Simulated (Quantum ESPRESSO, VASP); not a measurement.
SnO2: equilibrium volume by level of theory

Space group P4_2/mnm (No. 136). a = 4.738 Å, b = 4.738 Å, c = 3.187 Å, α = 90.00°, β = 90.00°, γ = 90.00°
```tsv
atom	site	symmetry	x	y	z
Sn	2a	m.mm	0.5000	0.5000	0.5000
O	4f	m.2m	0.8071	0.1929	0.5000
```

```csv
rung,level,program and potentials,cutoff (eV),k mesh,equilibrium volume (Å³/atom),notes
LDA,LDA,"VASP, LDA PAW files O, Sn_d, 600 eV",600,6 × 6 × 8,11.90,8.67 valence electrons an atom on average
GGA + dispersion,BLYP+D3(zero damping),"VASP, PBE PAW files O, Sn_d, 600 eV",600,6 × 6 × 8,12.68,potentials made for PBE; 8.67 valence electrons an atom on average
GGA + dispersion,BLYP+D4,"VASP, PBE PAW files O, Sn_d, 600 eV",600,6 × 6 × 8,12.51,potentials made for PBE; 8.67 valence electrons an atom on average
GGA,PBE,"VASP, PBE PAW files O, Sn, 580 eV",580,6 × 6 × 8,12.59,5.33 valence electrons an atom on average
GGA,PBE,"VASP, PBE PAW files O, Sn, release 54, 580 eV",580,6 × 6 × 8,12.58,5.33 valence electrons an atom on average
GGA,PBE,"VASP, PBE PAW files O, Sn_d, 600 eV",600,6 × 6 × 8,12.61,8.67 valence electrons an atom on average
GGA + dispersion,PBE+D4,"Quantum ESPRESSO, PseudoDojo 0.4.1 SR PBE standard",1143,5 × 5 × 7,12.41,8.67 valence electrons an atom on average
GGA,PBEsol,"VASP, PBE PAW files O, Sn_d, 600 eV",600,6 × 6 × 8,12.21,potentials made for PBE; 8.67 valence electrons an atom on average
GGA + dispersion,PBEsol+D4,"VASP, PBE PAW files O, Sn_d, 600 eV",600,6 × 6 × 8,12.08,potentials made for PBE; 8.67 valence electrons an atom on average
GGA + dispersion,RPBE+D3(BJ),"VASP, PBE PAW files O, Sn_d, 600 eV",600,6 × 6 × 8,11.90,potentials made for PBE; 8.67 valence electrons an atom on average
GGA + dispersion,RPBE+D3(zero damping),"VASP, PBE PAW files O, Sn_d, 600 eV",600,6 × 6 × 8,12.62,potentials made for PBE; 8.67 valence electrons an atom on average
GGA + dispersion,RPBE+D4,"VASP, PBE PAW files O, Sn_d, 600 eV",600,6 × 6 × 8,12.36,potentials made for PBE; 8.67 valence electrons an atom on average
GGA + dispersion,revPBE+D3(zero damping),"VASP, PBE PAW files O, Sn_d, 600 eV",600,6 × 6 × 8,12.49,potentials made for PBE; 8.67 valence electrons an atom on average
non-local van der Waals functional,BEEF-vdW,"VASP, PBE PAW files O, Sn_d, 600 eV",600,6 × 6 × 8,12.69,potentials made for PBE; 8.67 valence electrons an atom on average
non-local van der Waals functional,PBEsol+rVV10,"VASP, PBE PAW files O, Sn_d, 600 eV",600,6 × 6 × 8,12.16,potentials made for PBE; 8.67 valence electrons an atom on average
non-local van der Waals functional,optB88-vdW,"VASP, PBE PAW files O, Sn_d, 600 eV",600,6 × 6 × 8,12.48,potentials made for PBE; 8.67 valence electrons an atom on average
non-local van der Waals functional,rev-vdW-DF2,"VASP, PBE PAW files O, Sn_d, 600 eV",600,6 × 6 × 8,12.39,potentials made for PBE; 8.67 valence electrons an atom on average
meta-GGA,r2SCAN,"VASP, PBE PAW files O, Sn_d, 600 eV",600,5 × 5 × 6,12.13,potentials made for PBE; 8.67 valence electrons an atom on average
```

Task: relaxation of cell and atoms. All rows: no spin polarisation. Meshes differ between rows, which moves values too. Meshes are those of the run's cell of 6 atoms unless a note names another. Relaxations start from the cell shown or near it and stop with a little pressure left. Runs on faulty files, with rough fits or with known faults for this quantity aren't shown. No row holds spin-orbit coupling.

By rung: LDA 11.90; GGA + dispersion 11.90 to 12.68; GGA 12.21 to 12.61; non-local van der Waals functional 12.16 to 12.69; meta-GGA 12.13 (Å³/atom).
